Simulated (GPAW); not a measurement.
**SnTe: band structure with optB88-vdW**

**Experimental background.**

From a printed reference work, textbook, for a bulk crystal of SnTe at 300 K: band gap 0.18 eV (direct).

Crystal: SnTe.

```
Te Sn
1.0
     0.00000    3.15085    3.15085
     3.15085    0.00000    3.15085
     3.15085    3.15085    0.00000
Te Sn
1 1
Direct
  0.50000 0.50000 0.50000
  0.00000 0.00000 0.00000
```

```json
{
 "Program": "GPAW 26.7.0",
 "Task": "band structure",
 "Functional": "optB88-vdW",
 "Potentials or basis": "GPAW PAW data sets (gpaw-data 1.2.1)",
 "Cutoff": "600 eV",
 "Basis": "pw",
 "k mesh": "6 × 6 × 6",
 "Occupations": "fermi-dirac, width 0.05 eV",
 "Spin": "spin-orbit coupling, no magnetisation",
 "Maxiter": "150",
 "older calculator (legacy_gpaw)": "yes",
 "Band path": "GXWKGLUWLK,UX",
 "Band points": "80",
 "spin axis theta (degrees)": "54.7",
 "spin axis phi (degrees)": "45"
}
```

```
Band gap on the k mesh  : 0.25 eV, direct
Band gap along the path : 0.24 eV, direct
```

Levels at the corners of the path, in eV from the valence-band top:
| point | band 16 | band 17 | band 18 | band 19 | band 20 | band 21 | band 22 | band 23 | band 24 | band 25 |
| --- | --- | --- | --- | --- | --- | --- | --- | --- | --- | --- |
| Γ | -2.66 | -1.73 | -1.73 | -1.73 | -1.73 | 2.78 | 2.78 | 3.73 | 3.73 | 3.73 |
| X | -5.45 | -3.87 | -3.87 | -3.37 | -3.37 | 2.42 | 2.42 | 4.56 | 4.56 | 5.38 |
| W | -4.80 | -4.60 | -4.60 | -0.73 | -0.73 | 0.95 | 0.95 | 4.68 | 4.68 | 4.94 |
| K | -5.05 | -3.21 | -3.21 | -2.52 | -2.52 | 2.88 | 2.88 | 3.42 | 3.42 | 4.40 |
| Γ | -2.66 | -1.73 | -1.73 | -1.73 | -1.73 | 2.78 | 2.78 | 3.73 | 3.73 | 3.73 |
| L | -2.06 | -1.40 | -1.40 | 0.00 | 0.00 | 0.25 | 0.25 | 0.45 | 0.45 | 0.68 |
| U | -5.05 | -3.21 | -3.21 | -2.52 | -2.52 | 2.88 | 2.88 | 3.42 | 3.42 | 4.40 |
| W | -4.80 | -4.60 | -4.60 | -0.73 | -0.73 | 0.95 | 0.95 | 4.68 | 4.68 | 4.94 |
| L | -2.06 | -1.40 | -1.40 | 0.00 | 0.00 | 0.25 | 0.25 | 0.45 | 0.45 | 0.68 |
| K | -5.05 | -3.21 | -3.21 | -2.52 | -2.52 | 2.88 | 2.88 | 3.42 | 3.42 | 4.40 |
| U | -5.05 | -3.21 | -3.21 | -2.52 | -2.52 | 2.88 | 2.88 | 3.42 | 3.42 | 4.40 |
| X | -5.45 | -3.87 | -3.87 | -3.37 | -3.37 | 2.42 | 2.42 | 4.56 | 4.56 | 5.38 |

Run time: 41 s on 1 thread of Intel(R) Xeon(R) 6975P-C (Granite Rapids), on a shared host, peak memory 0.39 GiB.

A measured gap of SnTe is 0.18 eV (direct; 300 K; a printed reference work, textbook); the calculated 0.24 eV misses it by +0.06 eV. The value is that of optB88-vdW, without temperature or zero-point motion.

Caveat: spin-orbit coupling was added after a scalar SCF, so levels and gaps hold it while energy, forces, pressure and moments don't; this program's spin-orbit splittings come out too wide for heavy elements.
